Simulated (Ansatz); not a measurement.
# How the vibrations of InSb change with volume

Theory: DFT PBE, scalar-relativistic, plane waves, PAW (Ansatz 0.2.0). Plane waves to 420 eV; Γ-centred k mesh 12×12×12; Fermi-Dirac smearing of 0.15 eV. No spin polarisation. Phonons by linear response, acoustic sum rule imposed.

The cell, relaxed at this level:
```cif
data_structure
_symmetry_space_group_name_H-M 'F-43m'
_symmetry_Int_Tables_number 216
_cell_length_a 6.6371
_cell_length_b 6.6371
_cell_length_c 6.6371
_cell_angle_alpha 90.000
_cell_angle_beta 90.000
_cell_angle_gamma 90.000
_cell_volume 292.38
loop_
_atom_site_label
_atom_site_type_symbol
_atom_site_symmetry_multiplicity
_atom_site_Wyckoff_symbol
_atom_site_fract_x
_atom_site_fract_y
_atom_site_fract_z
_atom_site_occupancy
In1 In 4 a 0.00000 0.00000 0.00000 1
Sb1 Sb 4 d 0.25000 0.25000 0.75000 1
```

Without a gap, frequencies depend on the k mesh and the smearing, soft modes most.

Cells at 0.98 and 1.02 times the equilibrium volume were relaxed in shape and atoms; γ = −d ln ν / d ln V, modes matched by rank.

(1) Give the optical frequencies at Γ (cm⁻¹) at the three volumes and the mode Grüneisen parameters.

(2) What pressures hold the two strained cells, and what bulk modulus follows?

## Answers

(1)
| 0.98 V | V | 1.02 V | γ | degeneracy |
| --- | --- | --- | --- | --- |
| 168 | 163 | 159 | 1.42 | 3 |

(2) 0.77 GPa at 0.98 V and -0.69 GPa at 1.02 V, so B = −dP/d ln V ≈ 36 GPa.

The bands only touch here, so at this level the crystal is a zero-gap semiconductor or semimetal, not an ordinary metal; spin–orbit coupling, left out, can open or move such a gap.